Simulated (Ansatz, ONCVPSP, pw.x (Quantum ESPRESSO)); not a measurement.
# gallium: does the ONCV potential hold in the solid?

```
Element                 : gallium (Ga)
Generator               : ONCVPSP 4.0.1.1 (patched build)
Type                    : optimised norm-conserving Vanderbilt (ONCV)
Functional              : PBE
Relativity              : scalar-relativistic
Frozen core             : [Ar] 3d10
Valence charge          : 3
Reference configuration : 4s2 4p1
Partial waves           : 4s: rc 1.65 bohr, ncon 4, nbas 7, qcut 4.7 1/bohr, 2 projectors, debl 3.8 Ha; 4p: rc 2.70 bohr, ncon 4, nbas 8, qcut 2.7 1/bohr, 2 projectors, debl 3.2 Ha; d scattering state at 0.25 Ha: rc 2.35 bohr, ncon 4, nbas 7, qcut 4.6 1/bohr, 1 projector
Local potential         : polynomial inside 1.15 bohr (lpopt 5, dvloc0 2 Ha)
Core correction         : polynomial model core, fcfact 0.55
```

Atomic tests: cutoffs needed: 7.8 Ha and 9.8 Ha (the cutoffs (Ha) at which the residual kinetic energy of the hardest occupied pseudo-wave falls to 1 and 0.1 mHa per electron) The cutoffs count occupied waves only; projector 2 of the s channel, the hardest unoccupied one, needs 52 Ha at the loose tolerance.; ghost test: no bound ghost flagged; GHOST(+) flagged for s at 90.9 eV, p at 137.2 eV; largest excitation error: -186 meV (all-electron minus pseudo) for 4s1 4p0, out of 4 test configurations.

Crystal test: diamond Ga in pw.x 7.5, no spin, 8³ k-points, Fermi–Dirac smearing 0.01 Ry, cutoffs 50/200 Ry. The reference is all-electron LAPW (Ansatz 0.2.0) with the same functional, mesh and smearing; V0 and B0 come from Birch–Murnaghan fits to the pressures at five volumes. Errors are pseudo minus all-electron; Δ is the rms difference of the E(V) curves that follow from these fits, minima aligned, over ±6 % about the mean V0. Mesh and smearing are coarse, so the numbers serve the comparison and aren't converged zero-temperature values; the lattice is a test structure that the element need not adopt.

All-electron: a0 = 5.883 Å (V0 = 25.45 Å³/atom), B0 = 36.2 GPa.

Q: How far does the potential miss the all-electron equation of state?

A: mean pressure error (GPa): -0.57; a0 (Å): 5.853; a0 error (%): -0.52; B0 error (%): +2.8; Δ (meV/atom): 3.2. The largest radius (2.70 bohr) exceeds half the bond length (2.41 bohr), so the spheres overlap, which is one possible source of error among others. This is a poor potential for the solid.

| V (Å³/atom) | P all-electron (GPa) | P pseudo (GPa) |
| --- | --- | --- |
| 24.145 | 2.17 | 1.51 |
| 24.781 | 1.03 | 0.43 |
| 25.416 | 0.05 | -0.51 |
| 26.051 | -0.80 | -1.32 |
| 26.687 | -1.53 | -2.02 |

Q: At the middle volume, how do free energy and pressure move when the wave cutoff is lowered (ecutrho kept at four times it)?

A:

```json
{"cutoff (Ry)": "22", "shift of F (meV/atom)": "+3.8", "shift of P (GPa)": "+0.02"}
{"cutoff (Ry)": "30", "shift of F (meV/atom)": "+2.4", "shift of P (GPa)": "+0.02"}
{"cutoff (Ry)": "40", "shift of F (meV/atom)": "+0.8", "shift of P (GPa)": "+0.02"}
```

The run at the middle volume (29 k-points, 6 iterations) took about 5.8 s on one core of a shared host (Neoverse-V2, 192 threads, 1485 GiB, load 42).
